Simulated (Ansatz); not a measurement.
Input and steps of a relaxation of cell and atoms on Hg (P2_1/c) from a database of computed structures (Ansatz, PBE-D3(BJ)). The input holds the cell as the database lists it.

```yaml
crystal:
  lattice:
    - [5.8185338289, 0.0, 0.0]
    - [0.0, 5.89002808, 0.0]
    - [-2.8023694302, 0.0, 4.9965007616]
  atoms:
    - { symbol: Hg, position: [0.0, 0.5, 0.5] }
    - { symbol: Hg, position: [0.0, 0.0, 0.0] }
    - { symbol: Hg, position: [0.33809747, 0.04483322, 0.66627906] }
    - { symbol: Hg, position: [0.66190253, 0.54483322, 0.83372094] }
    - { symbol: Hg, position: [0.66190253, 0.95516678, 0.33372094] }
    - { symbol: Hg, position: [0.33809747, 0.45516678, 0.16627906] }
kpoints:
  mp_grid: { grid: [6, 4, 6] }
hamiltonian:
  xc: pbe
  dispersion: d3bj
scf:
  occupations: { method: fermi_dirac, width: 0.02 }
relax:
  f_tol: 0.005
  cell: {}
```

The trajectory has 8 recorded frames, each with positions in Å and forces in eV/Å. Some frames, the last among them, repeat a geometry solved again on a basis re-selected at its cell; pressure is positive in compression.

Step 1: energy 0.0 meV/atom from step 1, largest force component 0.052 eV/Å, pressure -1.48 GPa
```xyz
6
Lattice="5.8185 0.0000 0.0000 0.0000 5.8900 0.0000 -2.8024 0.0000 4.9965" Properties=species:S:1:pos:R:3:forces:R:3 pbc="T T T"
Hg   -1.4012    2.9450    2.4983    0.0000    0.0000    0.0000
Hg    0.0000    0.0000    0.0000    0.0000    0.0000    0.0000
Hg    0.1001    0.2641    3.3291   -0.0159   -0.0522    0.0104
Hg    1.5149    3.2091    4.1657    0.0159   -0.0522   -0.0104
Hg    2.9161    5.6260    1.6674    0.0159    0.0522   -0.0104
Hg    1.5013    2.6809    0.8308   -0.0159    0.0522    0.0104
```

Step 2: energy -11.9 meV/atom from step 1, largest force component 0.075 eV/Å, pressure -1.13 GPa
```xyz
6
Lattice="5.7644 0.0000 0.0240 0.0000 5.7844 0.0000 -2.7556 0.0000 4.9100" Properties=species:S:1:pos:R:3:forces:R:3 pbc="T T T"
Hg   -1.3778    2.8922    2.4550    0.0000    0.0000    0.0000
Hg    0.0000    0.0000    0.0000    0.0000    0.0000    0.0000
Hg    0.1081    0.2297    3.2823   -0.0185   -0.0746    0.0070
Hg    1.5228    3.1219    4.1068    0.0185   -0.0746   -0.0070
Hg    2.9006    5.5547    1.6518    0.0185    0.0746   -0.0070
Hg    1.4859    2.6625    0.8273   -0.0185    0.0746    0.0070
```

Task: How does the relaxation go on, and where does it end?

Result:
Step 3: energy -30.8 meV/atom from step 1, largest force component 0.053 eV/Å, pressure +0.18 GPa
```xyz
6
Lattice="5.6576 0.0000 0.1256 0.0000 5.5960 0.0000 -2.6170 0.0000 4.6677" Properties=species:S:1:pos:R:3:forces:R:3 pbc="T T T"
Hg   -1.3085    2.7980    2.3338    0.0000    0.0000    0.0000
Hg    0.0000    0.0000    0.0000    0.0000    0.0000    0.0000
Hg    0.1421    0.1006    3.1580    0.0056   -0.0527   -0.0076
Hg    1.5899    2.8986    3.9690   -0.0056   -0.0527    0.0076
Hg    2.8984    5.4954    1.6352   -0.0056    0.0527    0.0076
Hg    1.4506    2.6974    0.8242    0.0056    0.0527   -0.0076
```

Step 4 (rejected): energy -29.4 meV/atom from step 1, largest force component 0.005 eV/Å, pressure -0.08 GPa
```xyz
6
Lattice="5.5360 0.0000 -0.0210 0.0000 5.6857 0.0000 -2.6844 0.0000 4.7745" Properties=species:S:1:pos:R:3:forces:R:3 pbc="T T T"
Hg   -1.3422    2.8429    2.3872    0.0000    0.0000    0.0000
Hg    0.0000    0.0000    0.0000    0.0000    0.0000    0.0000
Hg    0.0548    0.0127    3.1753    0.0038   -0.0049    0.0024
Hg    1.4547    2.8555    3.9654   -0.0038   -0.0049   -0.0024
Hg    2.7969    5.6730    1.5781   -0.0038    0.0049   -0.0024
Hg    1.3970    2.8302    0.7881    0.0038    0.0049    0.0024
```

Step 5: energy -32.7 meV/atom from step 1, largest force component 0.021 eV/Å, pressure +0.08 GPa
```xyz
6
Lattice="5.6404 0.0000 0.0909 0.0000 5.6060 0.0000 -2.6385 0.0000 4.6928" Properties=species:S:1:pos:R:3:forces:R:3 pbc="T T T"
Hg   -1.3193    2.8030    2.3464    0.0000    0.0000    0.0000
Hg    0.0000    0.0000    0.0000    0.0000    0.0000    0.0000
Hg    0.1276    0.0347    3.1573   -0.0189   -0.0209    0.0035
Hg    1.5550    2.8377    3.9728    0.0189   -0.0209   -0.0035
Hg    2.8742    5.5713    1.6264    0.0189    0.0209   -0.0035
Hg    1.4469    2.7683    0.8109   -0.0189    0.0209    0.0035
```

Step 6: energy -33.0 meV/atom from step 1, largest force component 0.001 eV/Å, pressure -0.05 GPa
```xyz
6
Lattice="5.6644 0.0000 0.0963 0.0000 5.5920 0.0000 -2.6454 0.0000 4.7019" Properties=species:S:1:pos:R:3:forces:R:3 pbc="T T T"
Hg   -1.3227    2.7960    2.3510    0.0000    0.0000    0.0000
Hg    0.0000    0.0000    0.0000    0.0000    0.0000    0.0000
Hg    0.1247    0.0011    3.1667   -0.0006   -0.0007    0.0000
Hg    1.5715    2.7971    3.9825    0.0006   -0.0007    0.0000
Hg    2.8943    5.5910    1.6315    0.0006    0.0007    0.0000
Hg    1.4474    2.7949    0.8157   -0.0006    0.0007    0.0000
```

Step 7: energy -33.0 meV/atom from step 1, largest force component 0.000 eV/Å, pressure +0.01 GPa
```xyz
6
Lattice="5.6543 0.0000 0.0913 0.0000 5.5954 0.0000 -2.6448 0.0000 4.6987" Properties=species:S:1:pos:R:3:forces:R:3 pbc="T T T"
Hg   -1.3224    2.7977    2.3494    0.0000    0.0000    0.0000
Hg    0.0000    0.0000    0.0000    0.0000    0.0000    0.0000
Hg    0.1215   -0.0001    3.1629    0.0000    0.0000    0.0000
Hg    1.5655    2.7976    3.9765    0.0000    0.0000    0.0000
Hg    2.8879    5.5955    1.6271    0.0000    0.0000    0.0000
Hg    1.4440    2.7978    0.8136    0.0000    0.0000    0.0000
```

Step 8: energy -31.9 meV/atom from step 1, largest force component 0.000 eV/Å, pressure 0.00 GPa
```xyz
6
Lattice="5.6543 0.0000 0.0913 0.0000 5.5954 0.0000 -2.6448 0.0000 4.6987" Properties=species:S:1:pos:R:3:forces:R:3 pbc="T T T"
Hg   -1.3224    2.7977    2.3494    0.0000    0.0000    0.0000
Hg    0.0000    0.0000    0.0000    0.0000    0.0000    0.0000
Hg    0.1215   -0.0001    3.1629    0.0000    0.0000    0.0000
Hg    1.5655    2.7976    3.9765    0.0000    0.0000    0.0000
Hg    2.8879    5.5955    1.6271    0.0000    0.0000    0.0000
Hg    1.4440    2.7978    0.8136    0.0000    0.0000    0.0000
```

The walk took 7 steps, besides SCFs solved again on a fresh basis, and changed the volume by -12.4 %. The last SCF, on a fresh basis, lies 31.9 meV an atom below the first. At the end: the symmetry is Fmmm (No. 69, orthorhombic); a = 3.315 Å, b = 5.392 Å, c = 5.595 Å in the conventional setting, 25.00 Å³ an atom. Around Hg lie 10 Hg at 3.16–3.31 Å.

Run as `ansatz run input.yaml --threads 4 --pin off --max-ram 5529MiB --backend cpu --events-out ev --progress --plain --runs-dir out`. Wall time 76 s on 4 threads of Arm Neoverse V1, with other jobs on the host; peak host memory 0.86 GiB.

(Simulation; spin polarisation is off.)
